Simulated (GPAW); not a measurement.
Crystal: TePb.

```
Pb Te
1.0
     4.00229    0.00000    0.00000
     0.00000    4.00229    0.00000
     0.00000    0.00000    4.00229
Pb Te
1 1
Direct
  0.00000 0.00000 0.00000
  0.50000 0.50000 0.50000
```

Measurements of this composition are mostly on another form, of space group No. 225.

```yaml
Program: GPAW 26.7.0
Task: relaxation of cell and atoms
Functional: LDA
Potentials_or_basis: the program's PAW data sets (release 1.2.1) made for this functional
Cutoff: 600 eV
Basis: pw
k_mesh: 7 × 7 × 7
Occupations: fermi-dirac, width 0.05 eV
Spin: no spin polarisation
```

At the start: pressure -4.2 GPa; volume 32.05 Å³/atom.

Question: How do energy, volume and symmetry change on relaxing?

Answer: Over 4 steps the energy falls by 44.3 meV/atom and the volume is 28.88 Å³/atom (-9.9 %); space group Pm-3m (No. 221, to 0.05 Å).

Step by step:
```tsv
step	energy change (eV)	largest force (eV/Å)	pressure (GPa)	volume (Å³)
1	0.0000	0.0000	-4.20	64.11
2	-0.0275	0.0000	-3.60	62.97
3	-0.0876	0.0000	0.44	57.21
4	-0.0886	0.0000	-0.02	57.77
```

Final structure:
```
Pb Te
1.0
     3.86569    0.00000    0.00000
     0.00000    3.86569    0.00000
     0.00000    0.00000    3.86569
Pb Te
1 1
Direct
  0.00000 0.00000 0.00000
  0.50000 0.50000 0.50000
```

Caveat: later steps reuse the first step's grids.
